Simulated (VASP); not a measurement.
# Si: G0W0 quasiparticle levels with LDA

Si:

```
Si
1.0
     3.83132    0.00000    0.00000
    -1.91566    3.31802    0.00000
     0.00000    0.00000    6.33262
Si
4
Direct
  0.66667 0.33333 0.93699
  0.33333 0.66667 0.43699
  0.66667 0.33333 0.56301
  0.33333 0.66667 0.06301
```

This isn't the form of Si at room conditions, which is diamond.

```
Program                         : VASP 6.6.1
Task                            : G0W0 quasiparticle levels
Functional                      : LDA
Potentials or basis             : VASP PAW LDA potentials, release 64 (Si_GW)
Cutoff                          : 500 eV
k mesh                          : 4 × 4 × 2
Occupations                     : gaussian, width 0.01 eV
Spin                            : no spin polarisation
Ladder                          : free
GW scheme                       : G0W0
GW iterations                   : 1
Cutoff of the response function : 150
Frequency points                : 50
Empty bands                     : 335
Further INCAR settings          : ALGO = EVGW0; EDIFF = 1e-08; NBANDS = 343
```

The band gap on the k mesh, mean-field level is 0.29 eV, indirect (least direct gap 0.91 eV). The quasiparticle gap is 0.85 eV. The least direct quasiparticle gap is 1.56 eV.

Levels at points of the mesh, in eV from the valence-band top:
```csv
k point,band 6,band 7,band 8,band 9,band 10,band 11
"(0.00, 0.00, 0.00)",-0.36,0.00,0.00,0.91,1.95,1.95
"(0.50, 0.00, 0.00)",-3.06,-3.03,-1.44,0.29,2.25,2.88
"(0.00, 0.00, 0.50)",-0.93,-0.93,-0.93,1.69,1.69,2.93
"(0.50, 0.00, 0.50)",-2.47,-2.43,-2.43,0.79,0.79,1.58
```

Run time: 2.6 min on 4 MPI ranks on Intel(R) Xeon(R) Platinum 8259CL CPU @ 2.50GHz (Skylake/Cascade Lake), with other jobs on the host, peak memory 1 GiB a rank.

Caveat: the k mesh is coarse (spacing up to 0.50 Å⁻¹), so the values aren't converged; bands, screening cutoff and mesh are small and nothing is extrapolated, so the quasiparticle values aren't converged. A k mesh can miss the band edges.
